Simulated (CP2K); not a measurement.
A run of CP2K 2026.2 is set up as follows.

The input sb2pt_bands.inp:

```
&GLOBAL
  PROJECT sb2pt_bands
  RUN_TYPE ENERGY_FORCE
  PRINT_LEVEL LOW
&END GLOBAL
&FORCE_EVAL
  METHOD QS
  STRESS_TENSOR ANALYTICAL
  &DFT
    BASIS_SET_FILE_NAME BASIS_MOLOPT_UZH
    POTENTIAL_FILE_NAME POTENTIAL_UZH
    &MGRID
      CUTOFF 450
      REL_CUTOFF 60
      NGRIDS 4
    &END MGRID
    &QS
      METHOD GPW
      EPS_DEFAULT 1.0E-10
    &END QS
    &KPOINTS
      SCHEME MONKHORST-PACK 4 4 4
      GAMMA_CENTERED T
      SYMMETRY T
      SYMMETRY_BACKEND SPGLIB
    &END KPOINTS
    &SCF
      SCF_GUESS ATOMIC
      EPS_SCF 1.0E-6
      MAX_SCF 100
      ADDED_MOS 42
      CHOLESKY OFF
      EPS_EIGVAL 1.0E-7
      &DIAGONALIZATION ON
        ALGORITHM STANDARD
      &END DIAGONALIZATION
      &MIXING ON
        METHOD BROYDEN_MIXING
        ALPHA 0.4
        BETA 1.5
        NBUFFER 8
      &END MIXING
      &SMEAR ON
        METHOD FERMI_DIRAC
        ELECTRONIC_TEMPERATURE [K] 580.226
      &END SMEAR
    &END SCF
    &XC
      &XC_FUNCTIONAL
        &GGA_X_PBE_SOL
        &END GGA_X_PBE_SOL
        &GGA_C_PBE_SOL
        &END GGA_C_PBE_SOL
      &END XC_FUNCTIONAL
    &END XC
    &PRINT
      &KPOINTS ON
      &END KPOINTS
      &MULLIKEN ON
      &END MULLIKEN
      &MO ON
        ENERGIES T
        OCCUPATION_NUMBERS T
        &EACH
          QS_SCF 0
        &END EACH
        ADD_LAST NUMERIC
      &END MO
      &BAND_STRUCTURE
        FILE_NAME bands.bs
        ADDED_MOS 6
        &KPOINT_SET
          UNITS B_VECTOR
          NPOINTS 10
          SPECIAL_POINT GAMMA 0.00000000 0.00000000 0.00000000
          SPECIAL_POINT X 0.00000000 0.50000000 0.00000000
          SPECIAL_POINT M 0.50000000 0.50000000 0.00000000
          SPECIAL_POINT GAMMA 0.00000000 0.00000000 0.00000000
          SPECIAL_POINT R 0.50000000 0.50000000 0.50000000
          SPECIAL_POINT X 0.00000000 0.50000000 0.00000000
        &END KPOINT_SET
        &KPOINT_SET
          UNITS B_VECTOR
          NPOINTS 10
          SPECIAL_POINT M 0.50000000 0.50000000 0.00000000
          SPECIAL_POINT R 0.50000000 0.50000000 0.50000000
        &END KPOINT_SET
      &END BAND_STRUCTURE
    &END PRINT
  &END DFT
  &SUBSYS
    &CELL
      A 6.4423000000 0.0000000000 0.0000000000
      B 0.0000000000 6.4423000000 0.0000000000
      C 0.0000000000 0.0000000000 6.4423000000
      PERIODIC XYZ
    &END CELL
    &COORD
      SCALED
      Pt  0.0000000000 0.5000000000 0.5000000000
      Pt  0.5000000000 0.5000000000 0.0000000000
      Pt  0.5000000000 0.0000000000 0.5000000000
      Pt  0.0000000000 0.0000000000 0.0000000000
      Sb  0.3753000000 0.1247000000 0.8753000000
      Sb  0.1247000000 0.8753000000 0.3753000000
      Sb  0.8753000000 0.3753000000 0.1247000000
      Sb  0.6247000000 0.6247000000 0.6247000000
      Sb  0.6247000000 0.8753000000 0.1247000000
      Sb  0.8753000000 0.1247000000 0.6247000000
      Sb  0.1247000000 0.6247000000 0.8753000000
      Sb  0.3753000000 0.3753000000 0.3753000000
    &END COORD
    &KIND Pt
      BASIS_SET TZVP-MOLOPT-PBE-GTH-q18
      POTENTIAL GTH-PBE-q18
    &END KIND
    &KIND Sb
      BASIS_SET TZVP-MOLOPT-PBE-GTH-q5
      POTENTIAL GTH-PBE-q5
    &END KIND
    &PRINT
      &ATOMIC_COORDINATES ON
      &END ATOMIC_COORDINATES
      &CELL ON
      &END CELL
      &SYMMETRY ON
      &END SYMMETRY
    &END PRINT
  &END SUBSYS
  &PRINT
    &FORCES ON
    &END FORCES
    &STRESS_TENSOR ON
    &END STRESS_TENSOR
  &END PRINT
&END FORCE_EVAL
```

Potentials or basis: POTENTIAL_UZH Pt GTH-PBE-q18, Sb GTH-PBE-q5; TZVP-MOLOPT-PBE-GTH basis.

The run is started by

```bash
$ OMP_NUM_THREADS=1 mpirun -n 8 cp2k.psmp -i sb2pt_bands.inp -o sb2pt_bands.out
```

Problem. Predict the largest force.

Solution. 0.219 eV/Å.

Problem. What does it give for the band gap on the k mesh?

Solution. None (metal or under the smearing width).

Problem. What does it give for the Mulliken charges?

Solution. Pt -0.45; Sb +0.23 e.

Levels at the corners of the path, in eV from the Fermi level:
```
point  band 52  band 53  band 54  band 55  band 56  band 57  band 58  band 59  band 60  band 61
    Γ    -2.39    -1.89    -0.65    -0.65    -0.65     0.00     0.00     0.00     0.82     3.28
    X    -1.96    -1.54    -1.54    -0.72    -0.72     0.74     0.74     1.52     1.52     2.30
    M    -1.90    -0.84    -0.84    -0.84    -0.84     1.71     1.71     1.71     1.71     1.89
    Γ    -2.39    -1.89    -0.65    -0.65    -0.65     0.00     0.00     0.00     0.82     3.28
    R    -1.36    -0.77    -0.77    -0.77    -0.77     0.01     0.01     0.01     0.01     2.60
    X    -1.96    -1.54    -1.54    -0.72    -0.72     0.74     0.74     1.52     1.52     2.30
    M    -1.90    -0.84    -0.84    -0.84    -0.84     1.71     1.71     1.71     1.71     1.89
    R    -1.36    -0.77    -0.77    -0.77    -0.77     0.01     0.01     0.01     0.01     2.60
```

Caveat: the potentials were made for another functional, which shifts forces and pressure; spin-orbit coupling is left out, which moves the levels of the heavy elements; the basis of atomic orbitals isn't converged, which shifts pressures, moduli and gaps.

**Experimental background.**

A printed reference work, data compilation reports, for a bulk crystal of Sb2Pt: band gap 0.11 eV.

A measured gap of Sb2Pt is 0.11 eV (a printed reference work, data compilation); the calculated 0.00 eV misses it by -0.11 eV. Spin-orbit coupling on Pt, Sb is left out. The value is that of PBEsol in an atomic basis (POTENTIAL_UZH Pt GTH-PBE-q18, Sb GTH-PBE-q5; TZVP-MOLOPT-PBE-GTH basis), whose error adds to the functional's, on a finite k mesh, which can miss the band edges, without temperature or zero-point motion. Semilocal functionals fall short of measured gaps as a rule.
